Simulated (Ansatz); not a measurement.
(CH3)2S on a (101) slab of Bi (R-3m (No. 166)), 4 planes, outer planes Bi (top) and Bi (bottom), 1 a cell of 74.4 Å², relaxed and still whole (its atoms last):

```yaml
crystal:
  lattice:
    - [9.06518, 0.00000, 0.00000]
    - [-4.53259, 8.20233, 0.00000]
    - [0.00000, 0.00000, 25.35424]
  atoms:
    - { symbol: Bi, position: [0.48608, 0.47215, 0.31553] }
    - { symbol: Bi, position: [0.48608, 0.97215, 0.31553] }
    - { symbol: Bi, position: [0.98608, 0.47215, 0.31553] }
    - { symbol: Bi, position: [0.98608, 0.97215, 0.31553] }
    - { symbol: Bi, position: [0.66661, 0.33321, 0.38511] }
    - { symbol: Bi, position: [0.66661, 0.83321, 0.38511] }
    - { symbol: Bi, position: [0.16661, 0.33321, 0.38511] }
    - { symbol: Bi, position: [0.16661, 0.83321, 0.38511] }
    - { symbol: Bi, position: [0.82080, 0.64186, 0.47312] }
    - { symbol: Bi, position: [0.82057, 0.14320, 0.47603] }
    - { symbol: Bi, position: [0.32113, 0.64235, 0.47661] }
    - { symbol: Bi, position: [0.32271, 0.14335, 0.47603] }
    - { symbol: Bi, position: [0.98441, 0.47721, 0.53732] }
    - { symbol: Bi, position: [0.98651, 0.97289, 0.53683] }
    - { symbol: Bi, position: [0.49258, 0.47715, 0.53738] }
    - { symbol: Bi, position: [0.48743, 0.97496, 0.53875] }
    - { symbol: C, position: [0.23917, 0.17598, 0.66124] }
    - { symbol: S, position: [0.13451, 0.27205, 0.62701] }
    - { symbol: C, position: [0.93267, 0.17371, 0.66046] }
    - { symbol: H, position: [0.16884, 0.04304, 0.65631] }
    - { symbol: H, position: [0.36372, 0.22245, 0.64298] }
    - { symbol: H, position: [0.25417, 0.20824, 0.70323] }
    - { symbol: H, position: [0.87283, 0.04069, 0.65610] }
    - { symbol: H, position: [0.85313, 0.21693, 0.64123] }
    - { symbol: H, position: [0.94745, 0.20746, 0.70233] }
```

Theory: DFT PBE+D3(BJ), scalar-relativistic, plane waves, PAW (Ansatz). Cutoff 420 eV; k points 3×3×1 on the computed 25-atom cell (Γ-centred); Gaussian smearing, width 0.10 eV; no spin polarisation. The cell repeats along c with a dipole correction in the vacuum.

It binds with 0.51 eV a molecule against the clean slab and the free molecule (no zero-point or thermal terms); its shortest contact is H–Bi 3.35 Å. Take first-order desorption with no barrier to adsorption, no reaction on the face and an assumed prefactor of 10^13 s⁻¹.

(1) How long does a molecule stay at 300 K?

(2) Where does its peak lie in a desorption experiment heated at 5 K/s?

(3) Is this physisorption or chemisorption?

The clean reference is an ideal cut relaxed in this small cell. Real faces with dangling bonds reconstruct or are passivated, and a lower clean face would weaken the binding, shorten τ and lower T_p.

## Answers

(1) τ = ν⁻¹·exp(E/k_BT) with k_BT = 0.0259 eV: E/k_BT = 19.7, so τ ≈ 4×10^-5 s. At about one hit a site a second (10⁻⁶ mbar) the coverage is near τ × 1 s⁻¹, so a layer needs roughly 3×10^-2 mbar.

(2) The peak obeys E/(k_B·T_p²) = (ν/β)·exp(−E/k_BT_p). Solving gives T_p ≈ 196 K (E/k_BT_p = 30.2). An error of 0.1 eV in E moves it by about 38 K, and larger molecules have larger prefactors, which lowers it.

(3) The tightest contact, S–Bi 3.35 Å, is 1.33 times the sum of covalent radii, and deformation and lateral interaction add up to +0.01 eV; under 0.01 e cross the plane between them. It lies between the two: closer or more distorted than a van der Waals contact, longer than a covalent bond.